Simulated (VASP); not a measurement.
# WS2 (R3m) in VASP: single point with PBEsol

Aim: the single point of WS2 with PBEsol.

Everything below comes from runs of VASP 6.6.1. Logs are shortened: lines on timing, memory, paths and dates and some standing lists are left out, and cuts for length are marked.

### Step 1. Starting point

The structure is trigonal, space group R3m (No. 160). The conventional cell has a = 3.158 Å, b = 3.158 Å, c = 18.490 Å, α = 90.00°, β = 90.00°, γ = 120.00°. W (site symmetry 3m) has 6 S at 2.39 to 2.42 Å as nearest neighbours. S (site symmetry 3m) has 3 W at 2.39 Å as nearest neighbours. Around S (site symmetry 3m) lie 3 W at 2.42 Å.

Measurements of this composition are mostly on another form, of space group No. 194.

### Step 2. Single point, PBEsol

Contents of INCAR:

```
SYSTEM = WS2
ALGO = Fast
EDIFF = 1E-6
ENCUT = 520
GGA = PS
ISIF = 2
ISMEAR = 0
LASPH = .TRUE.
LCHARG = .FALSE.
LREAL = .FALSE.
LWAVE = .FALSE.
NBANDS = 20
NELM = 100
PREC = Accurate
SIGMA = 0.1
```

Contents of KPOINTS:

```
k-points
0
G
  6 6 6
  0 0 0
```

Contents of POSCAR:

```
WS2
1.0
    1.5790003843      0.9116362969      6.1633300000
   -1.5790003843      0.9116362969      6.1633300000
    0.0000000000     -1.8232725938      6.1633300000
W S
1 2
Direct
    0.0000000000      0.0000000000      0.0000000000
    0.7503000000      0.7503000000      0.7503000000
    0.5810000000      0.5810000000      0.5810000000
```

Potentials or basis: VASP PAW PBE potentials, release 64 (W_sv, S).

The run is started by

```console
> cat potpaw_PBE.64/W_sv/POTCAR potpaw_PBE.64/S/POTCAR > POTCAR
> mpirun -np 1 vasp_std > vasp.out
```

OUTCAR:

```text
SYSTEM = WS2
   EDIFF = 1E-6
   ENCUT = 520
   GGA = PS
   ISIF = 2
   ISMEAR = 0
   LASPH = .TRUE.
   LREAL = .FALSE.
   NELM = 100
   PREC = Accurate

 ion  position               nearest neighbor table
   1  0.000  0.000  0.000-   2 2.39   2 2.39   2 2.39   3 2.42   3 2.42   3 2.42
   2  0.750  0.750  0.750-   1 2.39   1 2.39   1 2.39
   3  0.581  0.581  0.581-   1 2.42   1 2.42   1 2.42

  LATTYP: Found a trigonal (rhomboedric) cell.
 ALAT       =     6.4273602389
 COS(alpha) =     0.8792939096

  Lattice vectors:

 A1 = (   1.5790003843,   0.9116362969,   6.1633300000)
 A2 = (  -1.5790003843,   0.9116362969,   6.1633300000)
 A3 = (   0.0000000000,  -1.8232725938,   6.1633300000)

Analysis of symmetry for initial positions (statically):
=====================================================================
 Subroutine PRICEL returns:
 Original cell was already a primitive cell.

 Routine SETGRP: Setting up the symmetry group for a
 trigonal (rhombohedral) supercell.

 Subroutine GETGRP returns: Found  6 space group operations
 (whereof  6 operations were pure point group operations)
 out of a pool of 12 trial point group operations.

The static configuration has the point symmetry C_3v.

Analysis of symmetry for dynamics (positions and initial velocities):
=====================================================================
 Subroutine PRICEL returns:
 Original cell was already a primitive cell.

 Routine SETGRP: Setting up the symmetry group for a
 trigonal (rhombohedral) supercell.

 Subroutine GETGRP returns: Found  6 space group operations
 (whereof  6 operations were pure point group operations)
 out of a pool of 12 trial point group operations.

The dynamic configuration has the point symmetry C_3v.

 Subroutine INISYM returns: Found  6 space group operations
 (whereof  6 operations are pure point group operations),
 and found     1 'primitive' translations

----------------------------------------------------------------------------------------

                                     Primitive cell

  volume of cell :      53.2317

  direct lattice vectors                    reciprocal lattice vectors
     1.579000384  0.911636297  6.163330000     0.316656034  0.182821447  0.054083318
    -1.579000384  0.911636297  6.163330000    -0.316656034  0.182821447  0.054083318
     0.000000000 -1.823272594  6.163330000     0.000000000 -0.365642893  0.054083318

  length of vectors
     6.427360239  6.427360239  6.427360239     0.369621064  0.369621064  0.369621064

  position of ions in fractional coordinates (direct lattice)
     0.000000000  0.000000000  0.000000000
     0.750300000  0.750300000  0.750300000
     0.581000000  0.581000000  0.581000000

  ion indices of the primitive-cell ions
   primitive index   ion index
                 1           1
                 2           2
                 3           3

----------------------------------------------------------------------------------------

 KPOINTS: k-points

Automatic generation of k-mesh.
 Grid dimensions read from file:
 generate k-points for:    6    6    6

 Generating k-lattice:

  Cartesian coordinates                     Fractional coordinates (reciprocal lattice)
     0.052776006  0.030470241  0.009013886     0.166666667  0.000000000  0.000000000
    -0.052776006  0.030470241  0.009013886     0.000000000  0.166666667  0.000000000
     0.000000000 -0.060940482  0.009013886     0.000000000  0.000000000  0.166666667

  Length of vectors
     0.061603511  0.061603511  0.061603511

  Shift w.r.t. Gamma in fractional coordinates (k-lattice)
     0.000000000  0.000000000  0.000000000

 Subroutine IBZKPT returns following result:
 ===========================================

 Found     32 irreducible k-points:

 Following reciprocal coordinates:
            Coordinates               Weight
  0.000000  0.000000  0.000000      1.000000
  0.166667  0.000000  0.000000      6.000000
  0.333333  0.000000  0.000000      6.000000
  0.500000  0.000000  0.000000      3.000000
  0.166667  0.166667 -0.000000      6.000000
  0.333333  0.166667  0.000000     12.000000
[... 16 lines left out ...]
  0.500000  0.500000  0.166667      6.000000
 -0.333333  0.500000  0.166667     12.000000
 [... further k-points ...]
   k-points           NKPTS =     32   k-points in BZ     NKDIM =     32   number of bands    NBANDS=     20
   number of dos      NEDOS =    301   number of ions     NIONS =      3
   total plane-waves  NPLWV = 110592
   dimension x,y,z NGX =    48 NGY =   48 NGZ =   48
   dimension x,y,z NGXF=    96 NGYF=   96 NGZF=   96
   ions per type =               1   2
   NGX,Y,Z   is equivalent  to a cutoff of  12.42, 12.42, 12.42 a.u.
   NGXF,Y,Z  is equivalent  to a cutoff of  24.83, 24.83, 24.83 a.u.
 SYSTEM =  WS2
   PREC   = accura    normal or accurate (medium, high low for compatibility)
   ISTART =      0    job   : 0-new  1-cont  2-samecut
   ICHARG =      2    charge: 1-file 2-atom 10-const
   ISPIN  =      1    spin polarized calculation?
   LNONCOLLINEAR =      F non collinear calculations
   LSORBIT =      F    spin-orbit coupling
   LASPH  =      T    aspherical Exc in radial PAW
   ENCUT  =  520.0 eV  38.22 Ry    6.18 a.u.  11.95 11.95 11.95*2*pi/ulx,y,z
   NELM   =    100;   NELMIN=  2; NELMDL= -5     # of ELM steps
   EDIFF  = 0.1E-05   stopping-criterion for ELM
   LREAL  =      F    real-space projection
   EDIFFG = 0.1E-04   stopping-criterion for IOM
   NSW    =      0    number of steps for IOM
   IBRION =     -1    ionic relax: 0-MD 1-quasi-New 2-CG
   NFREE  =      0    steps in history (QN), initial steepest desc. (CG)
   ISIF   =      2    stress and relaxation
   ISYM   =      2    0-nonsym 1-usesym 2-fastsym
   POTIM  = 0.5000    time-step for ionic-motion
   TEBEG  =    0.0;   TEEND  =   0.0 temperature during run
   PSTRESS=    0.0 pullay stress
   NELECT =      26.0000    total number of electrons
   NUPDOWN=      -1.0000    fix difference up-down
   EMIN   =  10.00;   EMAX   =-10.00  energy-range for DOS
   EFERMI =   0.00;   METHOD = LEGACY
   ISMEAR =     0;   SIGMA  =   0.10  broadening in eV -4-tet -1-fermi 0-gaus
   EFERMI_NEDOS =   21; number of points for ismear=-14 and -15
   IALGO  =     68    algorithm
   IMIX   =      4    mixing-type and parameters
     AMIX     =   0.40;   BMIX     =  1.00
     AMIX_MAG =   1.60;   BMIX_MAG =  1.00
  volume/ion in A,a.u.               =      17.74       119.74
  Fermi-wavevector in a.u.,A,eV,Ry     =   1.289266  2.436359 22.615688  1.662206
  Thomas-Fermi vector in A             =   2.421169
   LORBIT       =      0    0 simple, 1 ext, 2 COOP (PROOUT), +10 PAW based schemes
   GGA     = PS    functional components
   LHFCALC =     F    Hartree Fock is set to
   AEXX    =    0.0000 exact exchange contribution
   IVDW    =     0    specifies the selected vdW correction
   LEPSILON=     F    determine dielectric tensor
   LRPA    =     F    only Hartree local field effects (RPA)
 non-spin polarized calculation
 RMM-DIIS sequential band-by-band and
 Gauss-broadening in eV      SIGMA  =   0.10
  energy-cutoff  :      520.00
  volume of cell :       53.23
 maximum number of plane-waves:      1448
   NGX = 23   NGY = 23   NGZ = 23

 number of electron      26.0000001 magnetization

 Free energy of the ion-electron system (eV)
  ---------------------------------------------------
  ext. energy  EPLUGINS =         0.00000000
  ---------------------------------------------------
  free energy    TOTEN  =       -25.26155341 eV

  energy without entropy =      -25.26155341  energy(sigma->0) =      -25.26155341

 E-fermi :   7.8547     XC(G=0): -11.1155

 val. band max:        7.4008746880   @ k =   0.5000   0.5000   0.5000
 cond. band min:       8.3918455204   @ k =  -0.1667   0.1667   0.0000
 fundamental gap:      0.9909708324
 Fermi energy:         7.8547458090

 k-point     1 :       0.0000    0.0000    0.0000
  band No.  band energies     occupation
      1     -67.1892      2.00000
      2     -31.4619      2.00000
      3     -31.2751      2.00000
      4     -31.2751      2.00000
      5      -8.2560      2.00000
      6      -6.2419      2.00000
[... 12 lines left out ...]
     19      15.1542      0.00000
     20      15.8022      0.00000

 k-point     2 :       0.1667    0.0000    0.0000
  band No.  band energies     occupation
      1     -67.1845      2.00000
      2     -31.4450      2.00000
      3     -31.3683      2.00000
      4     -31.2968      2.00000
      5      -7.7906      2.00000
      6      -6.1082      2.00000
[... 12 lines left out ...]
     19      15.7762      0.00000
     20      16.4190      0.00000

 k-point     3 :       0.3333    0.0000    0.0000
  band No.  band energies     occupation
      1     -67.1751      2.00000
      2     -31.5503      2.00000
      3     -31.4110      2.00000
      4     -31.3398      2.00000
      5      -6.6830      2.00000
      6      -5.7962      2.00000
[... 12 lines left out ...]
     19      14.7056      0.00000
     20      15.1565      0.00000

 k-point     4 :       0.5000    0.0000    0.0000
  band No.  band energies     occupation
      1     -67.1703      2.00000
      2     -31.6392      2.00000
      3     -31.3940      2.00000
      4     -31.3611      2.00000
      5      -5.9643      2.00000
      6      -5.6120      2.00000
[... 429 lines left out ...]
 k-point    23 :       0.5000    0.5000    0.1667
  band No.  band energies     occupation
      1     -67.1750      2.00000
      2     -31.5503      2.00000
      3     -31.4110      2.00000
      4     -31.3398      2.00000
      5      -6.5322      2.00000
      6      -5.9965      2.00000
[... 12 lines left out ...]
     19      14.6551      0.00000
     20      16.1139      0.00000

 k-point    24 :      -0.3333    0.5000    0.1667
  band No.  band energies     occupation
      1     -67.1703      2.00000
      2     -31.5938      2.00000
      3     -31.4084      2.00000
      4     -31.3940      2.00000
      5      -5.8867      2.00000
      6      -5.7109      2.00000
[... 12 lines left out ...]
     19      14.9629      0.00000
     20      15.7243      0.00000

 [... further k-points ...]

------------------------ aborting loop because EDIFF is reached ----------------------------------------

  FORCE on cell =-STRESS in cart. coord.  units (eV):
  Direction    XX          YY          ZZ          XY          YZ          ZX
  --------------------------------------------------------------------------------------
  -------------------------------------------------------------------------------------
  Total       -0.2882780     -0.2882780      0.0717194      0.0000000      0.0000000      0.0000000
  in kB       -8.6766388     -8.6766388      2.1586239      0.0000000      0.0000000      0.0000000
  external PRESSURE =      -5.0648846 kB  Pullay stress =       0.0000000 kB

 VOLUME and BASIS-vectors are now :
 -----------------------------------------------------------------------------
  energy-cutoff  :      520.00
  volume of cell :       53.23
      direct lattice vectors                 reciprocal lattice vectors
     1.579000384  0.911636297  6.163330000     0.316656034  0.182821447  0.054083318
    -1.579000384  0.911636297  6.163330000    -0.316656034  0.182821447  0.054083318
     0.000000000 -1.823272594  6.163330000     0.000000000 -0.365642893  0.054083318

 POSITION                                       TOTAL-FORCE (eV/Angst)
 -----------------------------------------------------------------------------------
      0.00000      0.00000      0.00000         0.000000      0.000000     -0.599817
      0.00000      0.00000     13.87304         0.000000     -0.000000      0.257461
      0.00000      0.00000     10.74268         0.000000     -0.000000      0.342356
 -----------------------------------------------------------------------------------
    total drift:                                0.000000      0.000000      0.000070

  FREE ENERGIE OF THE ION-ELECTRON SYSTEM (eV)
  ---------------------------------------------------
  free  energy   TOTEN  =       -25.2615534074 eV

  energy  without entropy=      -25.2615534074  energy(sigma->0) =      -25.26155341
```

Wall time 1.9 min (1 thread of Intel Xeon Platinum 8488C (Sapphire Rapids), shared host); peak memory 0.32 GiB.

What came out:

```
Free energy            : -25.2616 eV
Pressure               : -0.5 GPa
Largest force          : 0.600 eV/Å
Band gap on the k mesh : 0.99 eV, indirect (least direct gap 1.89 eV)
```

Forces in eV/Å, atoms in the order of the input:
```
W    0.000  0.000 -0.600
S    0.000  0.000  0.257
S    0.000  0.000  0.342
```

Caveat: the PAW data sets were made with another functional, which shifts forces and pressure a little; spin-orbit coupling is left out, which moves the levels of the heavy elements. A k mesh can miss the band edges.
